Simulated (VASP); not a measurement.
# Mesh, vacuum, cutoff and functional for a few sheets of MgI2, part 2 of 2

Wanted: the error that each setting leaves in the work function or ionisation potential of a few sheets of MgI2.

VASP 6.6.1, plane waves and PAW; the level of theory is named at each step.

So far, highest filled level below the vacuum (eV): step 2 (the base run, PBE) 6.30; step 11 (a lower cutoff, ENCUT 210, PBE) 6.30; step 12 (a lower cutoff, ENCUT 280, PBE) 6.30; step 13 (another smearing width, SIGMA 0.02, PBE) 6.30; step 15 (another level, functional LDA, disp none) 6.50.

### 17. Another level, functional RPBE, disp none (continued)

Against the base run its depth below the vacuum changes by -0.06 eV.

### 18. Another level, functional optB88-vdW, disp nonlocal

This step: optB88-vdW; plane waves and PAW (I, Mg) (VASP 6.6.1).

INCAR reads:

```
SYSTEM = MgI2
PREC = Normal
ENCUT = 350
EDIFF = 1E-06
NELM = 120
ISMEAR = 0
SIGMA = 0.05
LREAL = .FALSE.
ALGO = Normal
GGA = BO
AGGAC = 0
LUSE_VDW = .TRUE.
PARAM1 = 0.1833333333
PARAM2 = 0.22
LASPH = .TRUE.
NBANDS = 22
LORBIT = 11
LWAVE = .FALSE.
LCHARG = .FALSE.
KPAR = 4
IDIPOL = 3
LDIPOL = .TRUE.
DIPOL = 0.5 0.5 0.5
LVHAR = .TRUE.
LVACPOTAV = .TRUE.
```

POSCAR reads:

```
MgI2
1.0
    4.1400000000      0.0000000000      0.0000000000
   -2.0700000000      3.5853451720      0.0000000000
    0.0000000000      0.0000000000     25.3200000000
I Mg
4 2
Direct
    0.3333333330      0.6666666670      0.7037914690
    0.6666666670      0.3333333330      0.5679304900
    0.3333333330      0.6666666670      0.4320695100
    0.6666666670      0.3333333330      0.2962085310
    0.0000000000      0.0000000000      0.6358609790
    0.0000000000      0.0000000000      0.3641390210
```

KPOINTS reads:

```
Automatic mesh
0
Gamma
9 9 1
0 0 0
```

Potentials, in the order of the species: I and Mg (PBE family, release 64).

Launch:

```console
$ mpirun -np 4 vasp_std
```

The job ended after 74 s (4 MPI ranks of Intel Xeon 6975P-C (Granite Rapids), shared host; peak memory 2 GiB; 4.8 min of CPU time).

Against the base run its depth below the vacuum changes by +0.22 eV.

### 19. Another level, functional r2SCAN, disp none

This step: r2SCAN; plane waves and PAW (I, Mg) (VASP 6.6.1).

INCAR: that of step 18 with these lines changed.

```diff
@@ -9,7 +9,3 @@
 ALGO = Normal
-GGA = BO
-AGGAC = 0
-LUSE_VDW = .TRUE.
-PARAM1 = 0.1833333333
-PARAM2 = 0.22
+METAGGA = R2SCAN
 LASPH = .TRUE.
```

POSCAR is that of step 18.

KPOINTS is that of step 18.

Launch:

```console
$ mpirun -np 4 vasp_std
```

The job ended after 38 s (4 MPI ranks; peak memory 0.99 GiB; 2.4 min of CPU time).

Against the base run its depth below the vacuum changes by +0.33 eV.

### 20. Comparing the runs

Times are for 4 MPI ranks of Intel Xeon 6975P-C (Granite Rapids), shared host. Results by setting:

| no. | functional | highest filled level below the vacuum (eV) | time | memory (GiB) |
| --- | --- | --- | --- | --- |
| 1 | LDA | 6.503 | 12 s | 0.8 |
| 2 | PBEsol | 6.329 | 14 s | 0.94 |
| 3 | RPBE | 6.242 | 14 s | 0.94 |
| 4 | optB88-vdW | 6.526 | 74 s | 2.0 |
| 5 | r2SCAN | 6.631 | 38 s | 0.99 |

### 21. With spin orbit coupling

This step: PBE, spin-orbit coupling; plane waves and PAW (I, Mg) (VASP 6.6.1).

For heavy elements spin-orbit coupling shifts the highest filled levels.

INCAR: that of step 19 with these lines changed.

```diff
@@ -9,5 +9,9 @@
 ALGO = Normal
-METAGGA = R2SCAN
+GGA = PE
+LNONCOLLINEAR = .TRUE.
+MAGMOM = 0 0 0 0 0 0 0 0 0 0 0 0 0 0 0 0 0 0
+NBANDS = 44
+GGA_COMPAT = .FALSE.
 LASPH = .TRUE.
-NBANDS = 22
+LSORBIT = .TRUE.
 LORBIT = 11
```

POSCAR is that of step 19.

KPOINTS is that of step 19.

Launch:

```console
$ mpirun -np 4 vasp_ncl
```

It took 69 s on 4 MPI ranks; peak memory 2.2 GiB.

Numbers from this step:

- electronic cycles: 24
- free energy (TOTEN): -15.91 eV
- Fermi energy: -1.036 eV
- vacuum levels: 4.688, 4.688 eV
- ionisation potentials of the upper and lower face: 5.942, 5.942 eV
- electron affinities of the upper and lower face: 2.761, 2.761 eV
- highest filled level below the vacuum: 5.942 eV
- gap on the k-mesh: 3.182 eV
- least direct gap on the k-mesh: 3.452 eV

Against the base run its depth below the vacuum changes by -0.36 eV.

### 22. The ladder

Times are for 4 MPI ranks of Intel Xeon 6975P-C (Granite Rapids), shared host. The series side by side:

| no. | run | electronic cycles | bands | free energy (TOTEN) (eV) | eigenvalues first band | highest filled level below the vacuum (eV) | time | memory (GiB) |
| --- | --- | --- | --- | --- | --- | --- | --- | --- |
| 1 | base run | 21 | 22 | -15.40 | 5 | 6.302 | 15 s | 0.91 |
| 2 | series over the cutoff | 21 | 22 | -15.40 | 5 | 6.300 | 9 s | 0.63 |
| 3 | series over the cutoff | 21 | 22 | -15.40 | 5 | 6.301 | 11 s | 0.74 |
| 4 | series over the smearing | 21 | 22 | -15.40 | 5 | 6.302 | 14 s | 0.95 |
| 5 | series over the smearing | 21 | 22 | -15.40 | 5 | 6.302 | 13 s | 0.94 |
| 6 | with spin orbit coupling | 24 | 44 | -15.91 | 21 | 5.942 | 69 s | 2.2 |

### 23. All runs together

This step: slab, study of settings, base PBE; plane waves and PAW (VASP 6.6.1).

No new run; the numbers come from the runs before.

Numbers from this step:

```yaml
highest_filled_level_below_the_vacuum: 6.302 eV
```

Energies of other functionals are not comparable and are left out. All runs:

| change from the base run | level below the vacuum (eV) | shift (eV) | energy change (meV/atom) | core seconds |
| --- | --- | --- | --- | --- |
| base | 6.302 | 0 | 0 | 60.8 |
| mesh 3 x 3 | 6.268 | -0.033 | 47.5 | 29.6 |
| mesh 6 x 6 | 6.301 | -0.001 | 0.4 | 52 |
| mesh 12 x 12 | 6.302 | 0 | 0 | 65.6 |
| vacuum 5 A | - | - | -0.7 | 28.8 |
| vacuum 8 A | - | - | 0.1 | 35.2 |
| vacuum 24 A | 6.302 | 0 | -0.1 | 79.2 |
| cutoff 210 eV | 6.3 | -0.002 | 1.3 | 36 |
| cutoff 280 eV | 6.301 | 0 | 0.1 | 44 |
| smearing 0.02 eV | 6.302 | 0 | 0 | 56.8 |
| smearing 0.4 eV | 6.302 | 0 | 0 | 51.2 |
| LDA | 6.503 | 0.201 | - | 46.4 |
| PBEsol | 6.329 | 0.027 | - | 55.2 |
| RPBE | 6.242 | -0.06 | - | 55.2 |
| optB88-vdW | 6.526 | 0.225 | - | 296 |
| r2SCAN | 6.631 | 0.33 | - | 152 |
| spin-orbit coupling | 5.942 | -0.359 | - | 276 |

### 24. Summary of results

```
highest filled level below the vacuum : 6.30 eV
```

**Reading.** The base run puts the highest filled level 6.30 eV below the vacuum at the upper face. Among the meshes tried the largest shift is -0.03 eV (mesh 3 x 3, at 0.49 times the cost). The vacuum widths shift it by about 0.01 eV or less. The lower cutoffs shift it by about 0.01 eV or less. The smearing widths shift it by about 0.01 eV or less. With vacuum 5 A and vacuum 8 A the program printed no vacuum level, so no level is given there, and the line on vacuum widths holds for the others alone. The functionals span 0.39 eV, from RPBE to r2SCAN. The program warns that it found no field-free region at its default tolerance, also in runs whose level could not be checked against a flat part of the potential; that adds doubt to those levels. The thickness of the slab was not varied, and the small cell can't reconstruct. Costs come from a shared host, and the base run also writes a finer density of states, so small ratios mean little. All runs hold the atoms as cut and share one family of PAW data sets, so relaxation and each functional's own lattice are left out.

[Lines on the potential files, build, host, timing and source positions are cut from VASP's logs without a mark.]

[Logs are printed without paths, hosts, clocks, repeated set-up lines and the standing remarks that a program may print on its own settings, such as how far it seeks lower states.]

[Hosts, paths, dates, database ids (printed as entryN), source tags and the programs' standing remarks are cut or masked in the printed files.]

[In band tables of VASP the shares of atoms and orbitals are scaled to a sum of 1 inside the atoms' spheres.]

[Runs that stopped without an error message from VASP are left out.]
